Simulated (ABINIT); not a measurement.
The system is PtSe2 (Sudovikovite).

```
Pt Se
1.0
     3.72400    0.00000    0.00000
    -1.86200    3.22508    0.00000
     0.00000    0.00000    5.06200
Pt Se
1 2
Direct
  0.00000 0.00000 0.00000
  0.66667 0.33333 0.75000
  0.33333 0.66667 0.25000
```

```yaml
Program: ABINIT 10.8.3 (patched build)
Task: single point
Functional: PBEsol
Potentials_or_basis: PseudoDojo NC SR PBEsol v0.4.1 standard
Cutoff: 1170 eV
k_mesh: 8 × 8 × 5
Occupations: fermi-dirac, width 0.05 eV
Spin: no spin polarisation
```

On this cell: pressure 2.0 GPa; largest force 0.334 eV/Å; band gap on the k mesh none (metal or under the smearing width).

The same run follows on a disturbed copy (atoms moved at random, drawn with an rms of 0.05 Å):

```
CELL_PARAMETERS angstrom
3.72400 0.00000 0.00000
-1.86200 3.22508 0.00000
0.00000 0.00000 5.06200
ATOMIC_POSITIONS crystal
Pt 0.01133 0.02263 0.00660
Se 0.65034 0.33135 0.74000
Se 0.33238 0.65513 0.24631
```

What changes?

The energy (extrapolated to zero smearing) moves by +39.9 meV/atom; pressure 1.9 GPa; largest force 1.964 eV/Å; band gap on the k mesh none (metal or under the smearing width).

Forces on the atoms (eV/Å):
```
Pt  -0.300 -1.584 -1.122
Se   0.443  0.499  0.273
Se  -0.143  1.085  0.849
```

Stress tensor (GPa, compression positive):
```
 1.50  0.91 -1.80
 0.91  3.81  1.68
-1.80  1.68  0.52
```
